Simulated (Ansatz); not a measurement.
The cell was built from the fcc type and relaxed in the same program, and has space group Fm-3m; it needn't be a known or the stable phase.

An input for Rb and the output that it gave: DFT, PBE, all-electron LAPW, scalar-relativistic (Ansatz 0.2.0).

Command: `ansatz run input.yaml --threads 1 --pin off --max-ram 2048MiB --backend cpu --events-out ev --progress --plain --runs-dir out` The run took about 2.1 s on 1 thread of a shared machine.

```yaml
crystal:
  lattice:
    - [0.0, 3.5757758617, 3.5757758617]
    - [3.5757758617, 0.0, 3.5757758617]
    - [3.5757758617, 3.5757758617, 0.0]
  atoms:
    - { symbol: Rb, position: [0.0, 0.0, 0.0] }
kpoints:
  mp_grid: { grid: [11, 11, 11] }
  band_path:
    path:
      - [0.0, 0.0, 0.0]
      - [0.5, 0.0, 0.5]
      - [0.625, 0.25, 0.625]
      - [0.375, 0.375, 0.75]
      - [0.0, 0.0, 0.0]
      - [0.5, 0.5, 0.5]
      - [0.5, 0.25, 0.75]
      - [0.5, 0.0, 0.5]
    npoints: 8
scf:
  occupations: { method: fermi_dirac, width: 0.03 }
hamiltonian:
  xc: pbe
  pseudopotentials: { kind: all_electron, lapw: { basis_error: 0.0005 } }
output:
  forces: true
  stress: true
  eigenvalues: true
  populations: true
  dos: { projected: true, de: 0.2, e_range: [-14, 8] }
```

What the program printed:

```
Rb: projections on atomic orbitals take those of the free atom 1s2 2s2 2p6 3s2 3p6 3d10 4s2 4p6 5s1, of charge +0.00 (hamiltonian.pseudopotentials.projection_atoms)
LAPW: plane waves up to 3.653 Å⁻¹, error target 5.0e-4 eV per atom; small_component_spin mean_spin; Rb in spheres of 2.528 Å, 9 of its electrons in bands, Dirac shells []
Engine: ansatz 0.2.0
Pseudopotentials: kind: all_electron
Pseudopotential: Rb, LAPW, valence charge 9, Koelling and Harmon's equation, gaussian nucleus
Functional definition: PBE
  parameter kappa = 0.804
  parameter beta = 0.06672455060314922
  exchange = pbe_x(kappa = kappa, mu = beta*pi^2/3)
  correlation = pbe_c(beta = beta)
Crystal: 1 atoms, lattice volume = 91.441 Å³
Basis set: ecut = 50.85300443925446 eV, 65 PW (Γ), exchange–correlation at level 2
Bands: 9, of which v1, the nominal top of the filled ones, is band 5 counted from 1 (4 counted from 0)
Symmetry: 48 space group operations
Space group: Fm-3m (ITA 225), of the structure as read, at distance tolerance 4.5e-5 Å
k-points: 56 of 1331
Non-local potential: Rb, projectors of the file, none
Initial density: superposition of atomic densities (chi_scale 0.1, normalization cell)
Initial wavefunctions: plane waves of lowest kinetic energy (no species holds an atomic orbital)
Functional: x = pbe(κ = 0.804, μ = 0.2195149727645171), c = pbe(β = 0.06672455060314922)
iter 1 solved again at ethr=2.30e-5 eV; its pass at ethr=1.00e-1 eV (dr2=2.07e-3 eV) is discarded
SCF iter   1: F=—  HF=-81122.612874 eV  |F-HF|=—  |Δ(HF+E_count)|=         —  Δρ=9.68e-4  dr2=2.07e-3  ethr=2.30e-5  ⟨swp⟩=4.6  Hψ=4246  notcnv=0
preconditioner: auto → none  [insulator: Δε(μ)=0.067 eV  Ē_g=3.522 eV  σ=0.030 eV  W_gap=0.50  n_scr=14 (ndim 8)  ℏωp=3.9 eV  f_vac=0.000  D(μ)=1.04/eV (n_scr^D=0)  ε∞_Penn≈2.2]
SCF iter   2: F=—  HF=-81122.613568 eV  |F-HF|=—  |Δ(HF+E_count)|=   6.94e-4  Δρ=4.98e-4  dr2=5.47e-4  ethr=2.30e-5  ⟨swp⟩=2.0  Hψ=1720  notcnv=0
iter 3 solved again at ethr=1.42e-7 eV; its pass at ethr=6.08e-6 eV (dr2=1.28e-5 eV) is discarded
SCF iter   3: F=—  HF=-81122.614330 eV  |F-HF|=—  |Δ(HF+E_count)|=   7.62e-4  Δρ=7.64e-5  dr2=1.28e-5  ethr=1.42e-7  ⟨swp⟩=2.0  Hψ=2712  notcnv=0
SCF iter   4: F=—  HF=-81122.614338 eV  |F-HF|=—  |Δ(HF+E_count)|=   7.96e-6  Δρ=8.19e-6  dr2=1.36e-7  ethr=1.42e-7  ⟨swp⟩=2.0  Hψ=1721  notcnv=0
SCF iter   5: F=-81122.614338 eV  HF=-81122.614338 eV  |F-HF|=6.22e-8  |Δ(HF+E_count)|=   1.65e-7  Δρ=1.90e-6  dr2=6.69e-9  ethr=1.51e-9  ⟨swp⟩=2.7  Hψ=1760  notcnv=0
SCF 1 converged in 5 iterations: F = -81122.614338 eV  dr2 = 6.69e-9
NSCF: frozen V_eff on 57 k-points
SCF converged after 5 iterations
Free energy (F): -81122.614338 eV
Harris-Foulkes:  -81122.614338 eV  (|F-HF|=6.22e-8)
Internal energy: -81122.611334 eV  (E = F + TS)
E sigma→0 (E₀):  -81122.612836 eV
Entropy (-TS):   -0.003005 eV (-3.005 meV/atom)
Fermi energy:    2.540034 eV
--- Per-component energies (eV) ---
  E_band       = -113.775830
  E_kinetic    = 83403.418820
  E_xc         = -2743.516831
  E_electrostatic = -161782.513323  (all electrons and nuclei)
  E_smearing   = -0.003005  (= −TS)
  E_closure    = 0.000000  (closes the sum)
  E_atoms      = -81121.699768  (free atoms, spherical and without spin; not in F)
  Σ components = -81122.614338   (vs F -81122.614338, Δ=0.00e0)
  Basis errors (estimates in eV, not in F): energy 1.1e-4 per atom: plane waves 1.1e-4 (5.5e-5 summed), levels above the bands 3.0e-69, relativity 3.7e-8, radial functions 2.7e-6, core shells 2.4e-7; eigenvalues (radial functions only) 8.1e-6; not estimated: angular momenta, meshes, grids; target (lapw.basis_error) 5.0e-4; muffin-tin radii Rb 2.528 Å
--- Forces (eV/Å), atoms counted from 1 ---
  atom   1  Rb    -0.00000000     0.00000000     0.00000000
  max |Σ_I F_I| component: 3.29e-32 eV/Å
--- Stress (GPa, compression-positive) ---
       -0.004528      -0.000000      -0.000000
       -0.000000      -0.004528      -0.000000
       -0.000000      -0.000000      -0.004528
  P = ⅓ Tr σ = -0.0045 GPa (-0.045 kbar)
--- Band table (eV; the first three rows and the last of 56) ---
  k-point 0: bands = ["-26.3841", "-10.4280", "-10.4280", "-10.4280", "0.5495", "6.1037", "6.1037", "6.1037", "7.4318"]
  k-point 1: bands = ["-26.3838", "-10.4355", "-10.4290", "-10.4290", "0.6414", "5.8435", "6.1433", "6.1433", "7.3220"]
  k-point 2: bands = ["-26.3830", "-10.4555", "-10.4317", "-10.4317", "0.9104", "5.2892", "6.2003", "6.2003", "7.1880"]
  k-point 55: bands = ["-26.3792", "-10.4915", "-10.4865", "-10.4607", "3.6231", "4.0083", "4.0433", "5.1957", "7.5810"]
--- Löwdin populations: 1 site ---
  site symbol       q [e]
     0     Rb     36.9660
  spilling = 0.000918 (of n_electrons = 37.000000)
```
